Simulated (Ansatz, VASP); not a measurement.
**Two plane-wave programs on ZnSe**

```
CELL_PARAMETERS angstrom
0.00000 2.66947 2.66947
2.66947 0.00000 2.66947
2.66947 2.66947 0.00000
ATOMIC_POSITIONS crystal
Zn 0.00000 0.00000 0.00000
Se 0.75000 0.75000 0.75000
```

Alike in both runs: functional LDA; k mesh 8 × 8 × 8; no spin polarisation.

Ansatz relaxed the structure, and its values are those at the end. VASP's run is a single point on that final structure, the one shown.

|  | VASP | Ansatz |
| --- | --- | --- |
| version | VASP 6.6.1 | Ansatz 0.2.0 |
| potentials or method | VASP PAW LDA potentials, release 64 (Zn, Se) | scalar-relativistic, plane waves, PAW |
| plane-wave cutoff (eV) | 520 | 420 |
| occupations | gaussian, width 0.01 eV | fixed |
| valence electrons in the cell | 18 | 28 |

Ansatz gave:

| Item | Value |
| --- | --- |
| gap on the k mesh at the Fermi level (eV) | 1.80 |
| least direct gap on the mesh (eV) | 1.80 |
| pressure (GPa) | 12.0 |

Estimate VASP's values.

gap on the k mesh at the Fermi level (eV): 1.85; least direct gap on the mesh (eV): 1.85; pressure (GPa): 12.6.

The two sets of potentials don't hold the same shells in valence.

Expect the measured gap to be larger: semilocal functionals such as LDA lack the derivative discontinuity.
